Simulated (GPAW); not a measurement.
# TaN (P-6m2) in GPAW: single point with PBE

Aim: the single point of TaN with PBE.

Program: GPAW 26.7.0. These are calculated values, not measurements. Logs are shortened: lines on timing, memory, paths and dates and some standing lists are left out, and cuts for length are marked. The log counts tension as positive stress, the text compression.

### 1 The crystal as given

The structure is hexagonal, space group P-6m2 (No. 187). Conventional cell: a = 2.938 Å, b = 2.938 Å, c = 2.883 Å, α = 90.00°, β = 90.00°, γ = 120.00°. Ta (site symmetry -6m2) has 6 N at 2.23 Å as nearest neighbours. Around N (site symmetry -6m2) lie 6 Ta at 2.23 Å.

### 2 Single point, PBE

Input file run.py:

```python
from ase.io import read
from gpaw import PW
from gpaw.dft import DFT

atoms = read('TaN.cif')

dft = DFT(atoms,
          mode=PW(800),
          xc='PBE',
          kpts={'size': (10, 10, 9), 'gamma': True},
          occupations={'name': 'fermi-dirac', 'width': 0.05},
          nbands=19,
          convergence={'density': 1e-05, 'energy': 1e-05},
          maxiter=150,
          txt='gpaw.txt')
print(f'Energy: {dft.calculate_energy():.6f} eV')
print('Forces (eV/A):')
print(dft.calculate_forces().round(4))
print('Stress (eV/A^3):', dft.calculate_stress().round(6))
dft.write_gpw_file('gs.gpw')
```

Input file TaN.cif:

```cif
data_TaN
_cell_length_a 2.93800000
_cell_length_b 2.93800000
_cell_length_c 2.88300000
_cell_angle_alpha 90.00000000
_cell_angle_beta 90.00000000
_cell_angle_gamma 120.00000000
_space_group_name_H-M_alt 'P1'
_space_group_name_Hall 'P 1'
_space_group_IT_number 1
loop_
_space_group_symop_operation_xyz
'x,y,z'
loop_
_atom_site_label
_atom_site_type_symbol
_atom_site_symmetry_multiplicity
_atom_site_Wyckoff_symbol
_atom_site_fract_x
_atom_site_fract_y
_atom_site_fract_z
_atom_site_occupancy
Ta1 Ta 1 a 0.0000000000 0.0000000000 0.5000000000 1
N1 N 1 a 0.6666666667 0.3333333333 0.0000000000 1
```

Potentials or basis: GPAW PAW data sets (gpaw-data 1.2.1), pw.

Command:

```
$ OMP_NUM_THREADS=1 python run.py
```

gpaw.txt:

```text
Diagonalizing LCAO Hamiltonian
Converting LCAO to pw mode

       Ta

           N

Atoms  # Å, Bohr magnetons
|   | symbol |        x |        y |        z |    initial magnetic moments |
|---|--------|----------|----------|----------|-----------------------------|
| 0 |     Ta | 0.000000 | 0.000000 | 1.441500 | ( 0.0000,  0.0000,  0.0000) |
| 1 |      N | 1.469000 | 0.848128 | 0.000000 | ( 0.0000,  0.0000,  0.0000) |

Unit cell  # Å
| periodic |         x |        y |        z |  lengths |     angles |
|----------|-----------|----------|----------|----------|------------|
|      yes |  2.938000 | 0.000000 | 0.000000 | 2.938000 |  90.000000 |
|      yes | -1.469000 | 2.544383 | 0.000000 | 2.938000 |  90.000000 |
|      yes |  0.000000 | 0.000000 | 2.883000 | 2.883000 | 120.000000 |

Number of symmetries: 12
Symmetry operations  # r_c * U_cc + t_c -> r_c
|    | kind |            matrix            |
|----|------|------------------------------|
|  0 |  σ   |  1, 1, 0,  0,-1, 0,  0, 0, 1 |
|  1 |  C2  |  1, 1, 0,  0,-1, 0,  0, 0,-1 |
|  2 |  E   |  1, 0, 0,  0, 1, 0,  0, 0, 1 |
|  3 |  σ   |  1, 0, 0,  0, 1, 0,  0, 0,-1 |
|  4 |  C3  |  0, 1, 0, -1,-1, 0,  0, 0, 1 |
|  5 |  S3  |  0, 1, 0, -1,-1, 0,  0, 0,-1 |
|  6 |  σ   |  0,-1, 0, -1, 0, 0,  0, 0, 1 |
|  7 |  C2  |  0,-1, 0, -1, 0, 0,  0, 0,-1 |
|  8 |  σ   | -1, 0, 0,  1, 1, 0,  0, 0, 1 |
|  9 |  C2  | -1, 0, 0,  1, 1, 0,  0, 0,-1 |
| 10 |  C3  | -1,-1, 0,  1, 0, 0,  0, 0, 1 |
| 11 |  S3  | -1,-1, 0,  1, 0, 0,  0, 0,-1 |

BZ-sampling:
  Number of BZ points: 900
  Number of IBZ points: 70

  Monkhorst-Pack size: [10, 10, 9]
  Monkhorst-Pack shift: [0.05, 0.05, 0.0]

K-points  # in reciprocal-cell coordinates
|     |                                coordinates |     weight |
|-----|--------------------------------------------|------------|
|   0 | (  0.00000000,   0.00000000,   0.00000000) | 0.00111111 |
|   1 | (  0.00000000,   0.00000000,   0.11111111) | 0.00222222 |
|   2 | (  0.00000000,   0.00000000,   0.22222222) | 0.00222222 |
|   3 | (  0.00000000,   0.00000000,   0.33333333) | 0.00222222 |
|   4 | (  0.00000000,   0.00000000,   0.44444444) | 0.00222222 |
|   5 | (  0.10000000,   0.00000000,   0.00000000) | 0.00666667 |
|   6 | (  0.10000000,   0.00000000,   0.11111111) | 0.01333333 |
|   7 | (  0.10000000,   0.00000000,   0.22222222) | 0.01333333 |
|   8 | (  0.10000000,   0.00000000,   0.33333333) | 0.01333333 |
|   9 | (  0.10000000,   0.00000000,   0.44444444) | 0.01333333 |
| ... |                                            |            |
|  69 | (  0.50000000,   0.50000000,   0.44444444) | 0.00666667 |

Plane wave coefficients: 1120
Cutoff: 800.0 eV

Spin-components: 1 (collinear spins)
Bands:           19
Projectors:      11
Spin-degeneracy: 2
Datatype:        complex128

Density:
  Valence electrons: 18.0
  Components: 1
  Grid points: [20 20 20]
  Charge: 0.0  # |e|

Potential:
  Grid points: [20 20 20]

species:
  Ta:
    name:    Tantalum
    Z:       73.0
    valence: 13
    core:    60
    charge:  0.0  # [|e|]
    compensation charges:
      type: gauss
      rc: 0.42  # [Å]
      lmax: 2
    cutoffs:
      filter: 2.36  # [Å]
      core: 3.45  # [Å]
    projectors
    | kind |    occ | energy [eV] | rcut [Å] |
    |------|--------|-------------|----------|
    |   5s |  2.000 |     -72.790 |    1.365 |
    |   6s |  2.000 |      -5.429 |    1.365 |
    |   5p |  6.000 |     -39.427 |    1.349 |
    |   6p |  0.000 |      -1.396 |    1.349 |
    |   5d |  3.000 |      -3.603 |    1.307 |
    |    d |        |      23.609 |    1.307 |

    Using partial waves for Ta as LCAO basis

  N:
    name:    Nitrogen
    Z:       7.0
    valence: 5
    core:    2
    charge:  0.0  # [|e|]
    compensation charges:
      type: gauss
      rc: 0.18  # [Å]
      lmax: 2
    cutoffs:
      filter: 1.11  # [Å]
      core: 0.96  # [Å]
    projectors
    | kind |    occ | energy [eV] | rcut [Å] |
    |------|--------|-------------|----------|
    |   2s |  2.000 |     -18.583 |    0.603 |
    |   2p |  3.000 |      -7.089 |    0.529 |
    |    s |        |       8.629 |    0.603 |
    |    p |        |      20.123 |    0.529 |
    |    d |        |       0.000 |    0.577 |

    Using partial waves for N as LCAO basis

Reference energy: -425654.162905  # eV

eigensolver:
  PPCG
  Converge bands: occupied
  niter=2

density mixing:
  MSR1-Mixer
  Pratt-step length: 0.05
  Maximum mixing coefficient: 0.75
  Old densities: 10
  SVD Regularization: 0.005
  Good broyden scale: 1.0
  Trust region scale: 1.0
  Backstep threshold: 4.0
  History deletion threshold: 6.0
  Fourier metric: weight=20.0, sigma=0.015

occupation numbers:
  Fermi-Dirac:
    width: 0.0500  # eV

poisson solver:
  ecut: 6400.0  # eV

xc functional:
[... 9 lines left out ...]
|iter     | |      energy | eigst |  dens |
|---------|-|-------------|-------|-------|
|iter:   1| |  -21.888421 | -0.05 |       |
|iter:   2| |  -21.471356 | -2.48 | -0.96 |
|iter:   3| |  -20.560699 | -1.68 | -1.02 |
|iter:   4| |  -20.569616 | -3.14 | -1.63 |
|iter:   5| |  -20.579121 | -3.35 | -1.85 |
|iter:   6| |  -20.579107 | -4.86 | -2.79 |
|iter:   7| |  -20.579111c| -6.77 | -3.66 |
|iter:   8| |  -20.579111c| -7.59c| -4.10 |
|iter:   9| |  -20.579111c| -8.10c| -4.96 |
|iter:  10| |  -20.579111c| -8.98c| -5.65c|
SCF steps: 10
Energy contributions relative to reference atoms: (reference = -425654.162905)

Energy contributions:
  Kinetic:          21.750625
  Coulomb:         -22.892321
  Zero:             -0.082096
  External:          0.000000
  Xc:              -19.355161
  Entropy:          -0.000317
  Spinorbit:         0.000000
  ----------------------------
  Free energy:     -20.579270
  Extrapolated:    -20.579111

Forces  # eV/Ang
|        x |       y |       z |
|----------|---------|---------|
| -0.00000 | 0.00000 | 0.00000 |  # Ta   0
| -0.00000 | 0.00000 | 0.00000 |  # N    1

Stress tensor  # eV/Ang^3
|         x |         y |         z |
|-----------|-----------|-----------|
| -0.027117 |  0.000000 |  0.000000 |
| -0.000000 | -0.027117 |  0.000000 |
|  0.000000 |  0.000000 | -0.034665 |

Writing to gs.gpw (mode='')

  __  _  _
 | _ |_)|_||  |
 |__||  | ||/\| - 26.7.0

Input parameters:
  mode=PW(ecut=800.0),
  convergence={'density': 1e-05, 'energy': 1e-05},
  kpts=MonkhorstPack(size=(10, 10, 9), gamma=True),
  maxiter=150,
  nbands=19,
  occupations=Occupations(name='fermi-dirac', width=0.05),
  xc=XC(name='PBE')
# Writing to gs.gpw (mode='')
```

stdout:

```text
Energy: -20.579111 eV
Forces (eV/A):
[[-0.  0.  0.]
 [-0.  0.  0.]]
Stress (eV/A^3): [-0.027117 -0.027117 -0.034665  0.        0.        0.      ]
```

Wall time 8.5 s (1 thread of AMD EPYC 9R45 (Zen 5), shared host); peak memory 0.17 GiB.

Results:

| Quantity | Value |
| --- | --- |
| Free energy | -20.5793 eV |
| Pressure | 4.7 GPa |
| Band gap on the k mesh | none (metal or under the smearing width) |

Stress tensor (GPa, compression positive):
```
4.34 0.00 0.00
0.00 4.34 0.00
0.00 0.00 5.55
```
